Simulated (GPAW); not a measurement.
# Co (P6_3/mmc) in GPAW: notebook

The runs below take Co through band structure, with PBEsol+U.

Everything below comes from runs of GPAW 26.7.0. Logs are shortened: lines on timing, memory, paths and dates and some standing lists are left out, and cuts for length are marked. The log counts tension as positive stress, the text compression.

### 1 Starting point

Symmetry: P6_3/mmc, No. 194, hexagonal system. The conventional cell has a = 2.472 Å, b = 2.472 Å, c = 4.021 Å, α = 90.00°, β = 90.00°, γ = 120.00°. Co (site symmetry -6m2) has 12 Co at 2.47 Å as nearest neighbours.

### 2 Band structure, PBEsol+U, collinear spin, ferromagnetic start

run.py

```python
from ase import Atoms
from ase.dft.bandgap import bandgap
from ase.io import write
from ase.units import GPa
from gpaw import GPAW, PW, setup_paths

setup_paths.insert(0, '.')

atoms = Atoms(['Co', 'Co'],
              cell=[[2.4719999032, 0.0, 0.0],
                    [-1.2359999516, 2.1408147143, 0.0],
                    [0.0, 0.0, 4.02114408]],
              scaled_positions=[[0.6666666667, 0.3333333333, 0.75],
                                [0.3333333333, 0.6666666667, 0.25]],
              pbc=True)
atoms.set_initial_magnetic_moments([2.0, 2.0])

calc = GPAW(mode=PW(600),
            xc='PBEsol',
            kpts={'size': (10, 10, 6), 'gamma': True},
            occupations={'name': 'fermi-dirac', 'width': 0.05},
            setups={'Co': ':d,2.0'},
            nbands=21,
            convergence={'density': 1e-05, 'energy': 1e-05},
            maxiter=150,
            txt='gpaw.txt')
atoms.calc = calc
energy = atoms.get_potential_energy()
forces = atoms.get_forces()
stress = atoms.get_stress()
calc.write('gs.gpw')
write('result.traj', atoms)
print(f'Energy: {energy:.6f} eV')
print('Forces (eV/A):')
print(forces.round(4))
print('Stress (GPa):', (stress / GPa).round(3))
print('Moments:', calc.get_magnetic_moments().round(3))
print('Fermi level:', round(calc.get_fermi_level(), 4), 'eV')
print(f'Gap: {bandgap(calc)[0]:.4f} eV, direct: {bandgap(calc, direct=True)[0]:.4f} eV')

path = atoms.cell.bandpath('GMKGALHA,LM,KH', npoints=60, eps=1e-4)
bs_calc = calc.fixed_density(kpts=path, symmetry='off', nbands=31,
                             convergence={'bands': 'CBM+6.0', 'eigenstates': 1e-6}, txt='bands.txt')
bs = bs_calc.band_structure()
bs.write('bs.json')
print(f'Gap on the path: {bandgap(bs_calc)[0]:.4f} eV')
```

Potentials or basis: PAW data sets generated in the run's folder for this functional, pw.

On the command line:

```sh
$ gpaw-setup -f PBEsol Co
$ OMP_NUM_THREADS=1 python run.py
```

gpaw.txt:

```text
__  _  _
 | _ |_)|_||  |
 |__||  | ||/\| - 26.7.0

Input parameters:
  mode=PW(ecut=600.0),
  convergence={'density': 1e-05, 'energy': 1e-05},
  kpts=MonkhorstPack(size=(10, 10, 6), gamma=True),
  maxiter=150,
  nbands=21,
  occupations=Occupations(name='fermi-dirac', width=0.05),
  setups={'Co': ':d,2.0'},
  xc=XC(name='PBEsol')

Diagonalizing LCAO Hamiltonian
Converting LCAO to pw mode

          Co

        Co

Atoms  # Å, Bohr magnetons
|   | symbol |         x |        y |        z |    initial magnetic moments |
|---|--------|-----------|----------|----------|-----------------------------|
| 0 |     Co |  1.236000 | 0.713605 | 3.015858 | ( 0.0000,  0.0000,  2.0000) |
| 1 |     Co | -0.000000 | 1.427210 | 1.005286 | ( 0.0000,  0.0000,  2.0000) |

Unit cell  # Å
| periodic |         x |        y |        z |  lengths |     angles |
|----------|-----------|----------|----------|----------|------------|
|      yes |  2.472000 | 0.000000 | 0.000000 | 2.472000 |  90.000000 |
|      yes | -1.236000 | 2.140815 | 0.000000 | 2.472000 |  90.000000 |
|      yes |  0.000000 | 0.000000 | 4.021144 | 4.021144 | 120.000000 |

Number of symmetries: 12
Symmetry operations  # r_c * U_cc + t_c -> r_c
|    | kind |            matrix            |
|----|------|------------------------------|
|  0 |  σ   |  1, 1, 0,  0,-1, 0,  0, 0, 1 |
|  1 |  S6  |  1, 1, 0, -1, 0, 0,  0, 0,-1 |
|  2 |  E   |  1, 0, 0,  0, 1, 0,  0, 0, 1 |
|  3 |  C2  |  1, 0, 0, -1,-1, 0,  0, 0,-1 |
|  4 |  C2  |  0, 1, 0,  1, 0, 0,  0, 0,-1 |
|  5 |  C3  |  0, 1, 0, -1,-1, 0,  0, 0, 1 |
|  6 |  S6  |  0,-1, 0,  1, 1, 0,  0, 0,-1 |
|  7 |  σ   |  0,-1, 0, -1, 0, 0,  0, 0, 1 |
|  8 |  σ   | -1, 0, 0,  1, 1, 0,  0, 0, 1 |
|  9 |  i   | -1, 0, 0,  0,-1, 0,  0, 0,-1 |
| 10 |  C3  | -1,-1, 0,  1, 0, 0,  0, 0, 1 |
| 11 |  C2  | -1,-1, 0,  0, 1, 0,  0, 0,-1 |

BZ-sampling:
  Number of BZ points: 600
  Number of IBZ points: 72

  Monkhorst-Pack size: [10, 10, 6]
  Monkhorst-Pack shift: [0.05, 0.05, 0.08333333333333333]

K-points  # in reciprocal-cell coordinates
|     |                                coordinates |     weight |
|-----|--------------------------------------------|------------|
|   0 | (  0.00000000,   0.00000000,   0.00000000) | 0.00166667 |
|   1 | (  0.00000000,   0.00000000,   0.16666667) | 0.00333333 |
|   2 | (  0.00000000,   0.00000000,   0.33333333) | 0.00333333 |
|   3 | (  0.00000000,   0.00000000,   0.50000000) | 0.00166667 |
|   4 | (  0.10000000,   0.00000000,  -0.33333333) | 0.01000000 |
|   5 | (  0.10000000,   0.00000000,  -0.16666667) | 0.01000000 |
|   6 | (  0.10000000,   0.00000000,   0.00000000) | 0.01000000 |
|   7 | (  0.10000000,   0.00000000,   0.16666667) | 0.01000000 |
|   8 | (  0.10000000,   0.00000000,   0.33333333) | 0.01000000 |
|   9 | (  0.10000000,   0.00000000,   0.50000000) | 0.01000000 |
| ... |                                            |            |
|  71 | (  0.50000000,   0.50000000,   0.50000000) | 0.00500000 |

Plane wave coefficients: 726
Cutoff: 600.0 eV

Spin-components: 2 (collinear spins)
Bands:           21
Projectors:      12
Spin-degeneracy: 1
Datatype:        complex128

Parallelization:
  kpt:    1
  domain: 1
  band:   1

Density:
  Valence electrons: 18.0
  Components: 2
  Grid points: [14 14 24]
  Charge: 0.0  # |e|

Potential:
  Grid points: [14 14 24]

species:
  Co:
    name:    Cobalt
    Z:       27.0
    valence: 9
    core:    18
    charge:  0.0  # [|e|]
    Hubbard: {U: 2.0,  # eV
              l: 2,
              scale: True}
    compensation charges:
      type: gauss
      rc: 0.32  # [Å]
      lmax: 2
    cutoffs:
      filter: 1.87  # [Å]
      core: 2.55  # [Å]
    projectors
    | kind |    occ | energy [eV] | rcut [Å] |
    |------|--------|-------------|----------|
    |   4s |  2.000 |      -5.488 |    1.005 |
    |   4p |  0.000 |      -1.248 |    1.058 |
    |   3d |  7.000 |      -8.230 |    1.005 |
    |    s |        |      21.723 |    1.005 |
    |    p |        |      25.963 |    1.058 |
    |    d |        |      18.981 |    1.005 |

    Using partial waves for Co as LCAO basis

Reference energy: -75737.720984  # eV

eigensolver:
  PPCG
  Converge bands: occupied
  niter=2

density mixing:
  MSR1-Mixer
  Pratt-step length: 0.05
  Maximum mixing coefficient: 0.75
  Old densities: 10
  SVD Regularization: 0.005
  Good broyden scale: 1.0
  Trust region scale: 1.0
  Backstep threshold: 4.0
  History deletion threshold: 6.0
  Fourier metric: weight=20.0, sigma=0.015

occupation numbers:
  Fermi-Dirac:
    width: 0.0500  # eV

poisson solver:
  ecut: 4800.0  # eV

xc functional:
  name: PBEsol with 2 nearest neighbor stencil

convergence criteria:
- Maximum integral of absolute [dens]ity change: 1e-05 electrons / valence electron
- Maximum [total energy] change in last 3 cyles: 1e-05 eV / valence electron
- Maximum integral of absolute [eigenst]ate change: 4e-08 eV^2 / valence electron
maximum number of iterations: 150

SCF iterations
|iter     | |      energy | eigst |  dens |  magmom |
|---------|-|-------------|-------|-------|---------|
|iter:   1| |  -14.629527 | +0.25 |       |  +4.0059|
|iter:   2| |  -14.641742 | -2.18 | -1.18 |  +3.9844|
|iter:   3| |  -14.779609 | -2.51 | -1.21 |  +3.7218|
|iter:   4| |  -14.835842 | -2.96 | -1.51 |  +3.4866|
|iter:   5| |  -14.835306 | -3.88 | -1.96 |  +3.4498|
|iter:   6| |  -14.836006 | -4.70 | -2.44 |  +3.4774|
|iter:   7| |  -14.836027 | -5.86 | -2.82 |  +3.4888|
|iter:   8| |  -14.836031c| -6.22 | -3.21 |  +3.4937|
|iter:   9| |  -14.836032c| -6.88 | -3.60 |  +3.4970|
|iter:  10| |  -14.836033c| -8.05c| -4.20 |  +3.4974|
|iter:  11| |  -14.836034c| -7.99c| -4.46 |  +3.4976|
|iter:  12| |  -14.836034c| -7.81c| -4.89 |  +3.4977|
|iter:  13| |  -14.836034c| -8.62c| -5.33c|  +3.4977|

Converged in 13 steps
Energy contributions relative to reference atoms: (reference = -75737.720984)

Energy contributions:
  Kinetic:          27.572583
  Coulomb:         -22.522819
  Zero:             -0.149064
  External:          0.000000
  Xc:              -19.729594
  Entropy:          -0.014281
  Spinorbit:         0.000000
  ----------------------------
  Free energy:     -14.843175
  Extrapolated:    -14.836034

dipole moment: (-0.000001, -0.000002, -0.000003)  # |e|*Ang

Total magnetic moment: (0.000000, 0.000000, 3.497696)

Local magnetic moments
|        x |        y |        z |
|----------|----------|----------|
| 0.000000 | 0.000000 | 1.881704 |  # Co   0
| 0.000000 | 0.000000 | 1.881704 |  # Co   1

Fermi level: 10.903
Eigenvalues  # (at kpt = [0.000, 0.000, 0.000])
| band index |      eig [eV] | occ [0-1] |      eig [eV] | occ [0-1] |
|------------|---------------|-----------|---------------|-----------|
|          0 |         1.610 |     1.000 |         1.536 |     1.000 |
|        ... |               |           |               |           |
|          2 |         7.314 |     1.000 |         9.897 |     1.000 |
|          3 |         7.362 |     1.000 |         9.988 |     1.000 |
|          4 |         7.362 |     1.000 |         9.988 |     1.000 |
|          5 |         7.668 |     1.000 |        10.356 |     1.000 |
|          6 |         7.668 |     1.000 |        10.376 |     1.000 |
|          7 |         7.991 |     1.000 |        10.376 |     1.000 |
[... 8 lines left out ...]
|         16 |        36.294 |     0.000 |        36.056 |     0.000 |
|         17 |        36.526 |     0.000 |        36.169 |     0.000 |
|        ... |               |           |               |           |
|         20 |        41.417 |     0.000 |        41.585 |     0.000 |

No gap
No difference between direct/indirect transitions

Forces  # eV/Ang
|        x |       y |        z |
|----------|---------|----------|
| -0.00000 | 0.00000 |  0.00002 |  # Co   0
|  0.00000 | 0.00000 | -0.00002 |  # Co   1

Stress tensor  # eV/Ang^3
|        x |        y |        z |
|----------|----------|----------|
| 0.017807 | 0.000000 | 0.000000 |
| 0.000000 | 0.017807 | 0.000000 |
| 0.000000 | 0.000000 | 0.006014 |

# Writing to gs.gpw (mode='')
```

Wall time 36 s (1 thread of Intel Xeon 6975P-C (Granite Rapids), shared host); peak memory 0.24 GiB.

Results:

```
Free energy             : -14.8432 eV
Pressure                : -2.2 GPa
Band gap along the path : none (metal or under the smearing width)
Net moment              : 3.50 μB per cell
Site moments            : Co +1.88 μB
```

Stress tensor (GPa, compression positive):
```
-2.85  0.00  0.00
 0.00 -2.85  0.00
 0.00  0.00 -0.96
```

Levels at the corners of the path, in eV from the Fermi level:
Spin up:
| point | band 7 | band 8 | band 9 | band 10 | band 11 | band 12 | band 13 |
| --- | --- | --- | --- | --- | --- | --- | --- |
| Γ | -3.24 | -2.91 | -2.91 | -1.81 | -1.81 | -0.42 | 5.96 |
| M | -3.10 | -1.60 | -1.59 | -1.46 | 0.80 | 2.94 | 9.45 |
| K | -2.85 | -1.86 | -1.86 | -1.82 | 4.16 | 5.05 | 5.05 |
| Γ | -3.24 | -2.91 | -2.91 | -1.81 | -1.81 | -0.42 | 5.96 |
| A | -3.61 | -3.61 | -2.12 | -2.12 | -2.12 | -2.12 | 14.72 |
| L | -1.92 | -1.92 | -1.51 | -1.51 | 1.29 | 1.29 | 6.98 |
| H | -2.85 | -2.85 | -1.70 | -1.70 | 5.45 | 5.45 | 7.02 |
| A | -3.61 | -3.61 | -2.12 | -2.12 | -2.12 | -2.12 | 14.72 |
| L | -1.92 | -1.92 | -1.51 | -1.51 | 1.29 | 1.29 | 6.98 |
| M | -3.10 | -1.60 | -1.59 | -1.46 | 0.80 | 2.94 | 9.45 |
| K | -2.85 | -1.86 | -1.86 | -1.82 | 4.16 | 5.05 | 5.05 |
| H | -2.85 | -2.85 | -1.70 | -1.70 | 5.45 | 5.45 | 7.02 |
Spin down:
```
point  band 6  band 7  band 8  band 9  band 10  band 11
    Γ   -0.55   -0.53   -0.53    0.02     0.02     1.30
    M   -1.00   -0.62    1.40    1.57     1.57     2.66
    K   -1.34   -0.28    1.05    1.05     1.29     5.36
    Γ   -0.55   -0.53   -0.53    0.02     0.02     1.30
    A   -0.97   -0.97   -0.97    0.93     0.93     0.93
    L    0.11    0.15    0.15    1.50     1.50     2.23
    H   -1.84   -0.07   -0.07    1.26     1.26     6.40
    A   -0.97   -0.97   -0.97    0.93     0.93     0.93
    L    0.11    0.15    0.15    1.50     1.50     2.23
    M   -1.00   -0.62    1.40    1.57     1.57     2.66
    K   -1.34   -0.28    1.05    1.05     1.29     5.36
    H   -1.84   -0.07   -0.07    1.26     1.26     6.40
```

Caveat: the U is typed as a test and isn't derived for this compound.

### 3 Band structure, PBEsol+U, collinear spin, ferromagnetic start

run.py, as its differences from that of step 2:

```diff
@@ -21,3 +21,3 @@
             occupations={'name': 'fermi-dirac', 'width': 0.05},
-            setups={'Co': ':d,2.0'},
+            setups={'Co': ':d,3.0'},
             nbands=21,
```

Potentials or basis: PAW data sets generated in the run's folder for this functional, pw.

On the command line:

```sh
$ gpaw-setup -f PBEsol Co
$ OMP_NUM_THREADS=1 python run.py
```

Wall time 38 s (1 thread of Intel Xeon 6975P-C (Granite Rapids), shared host); peak memory 0.24 GiB.

It converged, with:

```
Free energy             : -13.3724 eV
Pressure                : -0.5 GPa
Band gap along the path : none (metal or under the smearing width)
Net moment              : 3.60 μB per cell
Site moments            : Co +1.96 μB
```

Stress tensor (GPa, compression positive):
```
-2.23  0.00  0.00
 0.00 -2.23  0.00
 0.00  0.00  3.01
```

Levels at the corners of the path, in eV from the Fermi level:
Spin up:
| point | band 7 | band 8 | band 9 | band 10 | band 11 | band 12 | band 13 |
| --- | --- | --- | --- | --- | --- | --- | --- |
| Γ | -3.77 | -3.51 | -3.51 | -2.42 | -2.42 | -0.50 | 5.71 |
| M | -3.54 | -2.21 | -2.17 | -2.02 | 0.52 | 2.69 | 9.29 |
| K | -3.37 | -2.44 | -2.41 | -2.41 | 3.93 | 4.85 | 4.85 |
| Γ | -3.77 | -3.51 | -3.51 | -2.42 | -2.42 | -0.50 | 5.71 |
| A | -4.15 | -4.15 | -2.72 | -2.72 | -2.72 | -2.72 | 14.56 |
| L | -2.44 | -2.44 | -2.08 | -2.08 | 1.15 | 1.15 | 6.74 |
| H | -3.41 | -3.41 | -2.27 | -2.27 | 5.27 | 5.27 | 6.79 |
| A | -4.15 | -4.15 | -2.72 | -2.72 | -2.72 | -2.72 | 14.56 |
| L | -2.44 | -2.44 | -2.08 | -2.08 | 1.15 | 1.15 | 6.74 |
| M | -3.54 | -2.21 | -2.17 | -2.02 | 0.52 | 2.69 | 9.29 |
| K | -3.37 | -2.44 | -2.41 | -2.41 | 3.93 | 4.85 | 4.85 |
| H | -3.41 | -3.41 | -2.27 | -2.27 | 5.27 | 5.27 | 6.79 |
Spin down:
```
point  band 5  band 6  band 7  band 8  band 9  band 10  band 11  band 12
    Γ   -0.94   -0.69   -0.54   -0.54    0.13     0.13     1.43     1.43
    M   -0.95   -0.90   -0.71    1.40    1.57     1.71     2.59     4.30
    K   -1.27   -1.27   -0.30    0.99    0.99     1.42     5.30     6.07
    Γ   -0.94   -0.69   -0.54   -0.54    0.13     0.13     1.43     1.43
    A   -0.97   -0.97   -0.97   -0.97    1.04     1.04     1.04     1.04
    L    0.04    0.04    0.22    0.22    1.51     1.51     2.19     2.19
    H   -1.90   -1.90   -0.03   -0.03    1.24     1.24     6.32     6.32
    A   -0.97   -0.97   -0.97   -0.97    1.04     1.04     1.04     1.04
    L    0.04    0.04    0.22    0.22    1.51     1.51     2.19     2.19
    M   -0.95   -0.90   -0.71    1.40    1.57     1.71     2.59     4.30
    K   -1.27   -1.27   -0.30    0.99    0.99     1.42     5.30     6.07
    H   -1.90   -1.90   -0.03   -0.03    1.24     1.24     6.32     6.32
```

Caveat: the U is typed as a test and isn't derived for this compound. The state reached can hang on the start; a lower one may exist.

[end of part 1 of 3]
